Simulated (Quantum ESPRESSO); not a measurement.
The system is MgS (Niningerite).

```xyz
2
Lattice="0.0000 2.6016 2.6016 2.6016 0.0000 2.6016 2.6016 2.6016 0.0000" Properties=species:S:1:pos:R:3 pbc="T T T"
S     2.6016    2.6016    2.6016
Mg    0.0000    0.0000    0.0000
```

- Program: Quantum ESPRESSO 7.5
- Task: phonons
- Functional: LDA
- Potentials or basis: PseudoDojo 0.4.1 SR LDA standard
- Cutoff: 1143 eV
- Density cutoff: 4572 eV
- k mesh: 6 × 6 × 6, shifted
- Occupations: fermi-dirac, width 0.05 eV
- Spin: no spin polarisation
- Target pressure: 5 GPa
- Form of the LDA correlation: PW92
- Mixing beta: 0.5
- Most SCF iterations: 120
- SCF threshold: 4e-10 Ry

The cell and the atoms were relaxed first at 5 GPa, to 16.01 Å³/atom (a = 3.564 Å, b = 3.564 Å, c = 3.564 Å, α = 60.00°, β = 60.00°, γ = 60.00°), and the response was taken there.

The first run showed a gap, so the response started from a second, tighter run with fixed occupations.

Question: What is the highest optical frequency at the zone centre, leaving out the macroscopic field of polar modes?

Answer: 289 cm⁻¹, a mode of symmetry T1u (IR). With the field the highest mode lies at 429 cm⁻¹.

Optical modes at Γ, degenerate ones joined, polar ones without the macroscopic field:
```csv
cm⁻¹,components,symmetry,active in,"IR intensity, summed ((D/Å)²/amu)"
289,3,T1u,IR,25.35
```

Zone-centre frequencies without and with the macroscopic field along z (cm⁻¹):
|  | optical modes in rising order |
| --- | --- |
| without | 289 289 289 |
| with the field | 289 289 429 |

Born effective charge tensors (e):
atom 1, S
```
-2.25  0.00  0.00
 0.00 -2.25  0.00
 0.00  0.00 -2.25
```
atom 2, Mg
```
2.25 0.00 0.00
0.00 2.25 0.00
0.00 0.00 2.25
```

Caveat: the cell is more than 3 GPa from zero pressure, which shifts response properties.
